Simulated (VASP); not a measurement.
Crystal: GaSe.

```
Ga Se
1.0
     3.74200    0.00000    0.00000
    -1.87100    3.24067    0.00000
     0.00000    0.00000   15.91900
Ga Se
4 4
Direct
  0.33333 0.66667 0.17700
  0.66667 0.33333 0.67700
  0.33333 0.66667 0.32300
  0.66667 0.33333 0.82300
  0.33333 0.66667 0.60000
  0.66667 0.33333 0.10000
  0.33333 0.66667 0.90000
  0.66667 0.33333 0.40000
```

- Program: VASP 6.6.1
- Task: relaxation of cell and atoms
- Functional: LDA
- Potentials or basis: VASP PAW LDA potentials, release 64 (Ga_d, Se)
- Cutoff: 600 eV
- k mesh: 12 × 12 × 2
- Occupations: gaussian, width 0.03 eV
- Spin: no spin polarisation

At the start: pressure -1.7 GPa; volume 24.13 Å³/atom.

Problem. How do energy, volume and symmetry change on relaxing?

Solution. Over 16 steps the energy falls by 18.1 meV/atom and the volume is 23.53 Å³/atom (-2.5 %); space group P6_3/mmc (No. 194, to 0.05 Å).

The path:
```tsv
step	energy change (eV)	largest force (eV/Å)	pressure (GPa)	volume (Å³)
1	0.0000	1.2233	-1.67	193.04
2	-0.0839	0.6005	1.81	186.09
3	-0.1401	0.0780	0.32	188.77
4	-0.1401	0.1007	0.25	188.85
5	-0.1421	0.0510	-0.14	189.85
6	-0.1422	0.0476	-0.12	189.91
7	-0.1422	0.0411	-0.19	190.05
8	-0.1429	0.0348	-0.04	189.74
9	-0.1429	0.0385	0.01	189.72
10	-0.1429	0.0358	0.00	189.74
11	-0.1432	0.0326	0.00	189.63
12	-0.1433	0.0308	-0.02	189.56
13	-0.1437	0.0249	0.00	189.41
14	-0.1442	0.0137	-0.02	189.12
15	-0.1447	0.0089	-0.02	188.54
16	-0.1448	0.0050	0.03	188.20
```

Final structure:
```xyz
8
Lattice="3.7139 0.0000 0.0000 -1.8570 3.2164 0.0000 0.0000 0.0000 15.7551" Properties=species:S:1:pos:R:3 pbc="T T T"
Ga    0.0000    2.1442    2.7357
Ga    1.8570    1.0721   10.6132
Ga    0.0000    2.1442    5.1419
Ga    1.8570    1.0721   13.0194
Se    0.0000    2.1442    9.4475
Se    1.8570    1.0721    1.5699
Se    0.0000    2.1442   14.1852
Se    1.8570    1.0721    6.3076
```
